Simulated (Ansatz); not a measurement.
MgB₂H₈ — coordination and 10B quadrupole coupling

Cell: a Materials Project structure (computed, not necessarily an observed phase), atoms as given.

```cif
data_MgB2H8
_symmetry_space_group_name_H-M 'Pmc2_1'
_symmetry_Int_Tables_number 26
_cell_length_a 4.3119
_cell_length_b 6.0968
_cell_length_c 8.3907
_cell_angle_alpha 90.000
_cell_angle_beta 90.000
_cell_angle_gamma 90.000
loop_
_atom_site_label
_atom_site_type_symbol
_atom_site_symmetry_multiplicity
_atom_site_Wyckoff_symbol
_atom_site_fract_x
_atom_site_fract_y
_atom_site_fract_z
Mg Mg 2 a 0.0000 0.6984 0.5006
B3 B 2 a 0.0000 0.5180 0.2449
B5 B 2 b 0.5000 0.1024 0.9788
H7 H 4 c 0.2798 0.9418 0.5668
H8 H 2 b 0.5000 0.0082 0.3599
H10 H 2 a 0.0000 0.4168 0.3722
H11 H 2 a 0.0000 0.7186 0.2557
H13 H 4 c 0.7599 0.5317 0.6762
H16 H 2 b 0.5000 0.7004 0.4427
```

One atom of each set is listed.

Level of theory: DFT, r2SCAN, plane waves and PAW, scalar-relativistic, 500 eV cutoff, Γ-centred 7×5×4 k-points, Fermi–Dirac smearing 0.02 eV (Ansatz 0.2.0).

Q(10B) = 84.59 mb.

(1) Order the B environments from the weakest to the strongest quadrupole coupling.
A. B3: 4 H at 1.22–1.23 Å
B. B5: 4 H at 1.20–1.24 Å

Results:

(1) A (0.594 MHz, η = 0.78), B (1.81 MHz, η = 0.09).

Like point charges on the first shell alone (each adding as 1/d³) would put B3 above B5: the covalent part of each bond and the atoms beyond the first shell count as well.
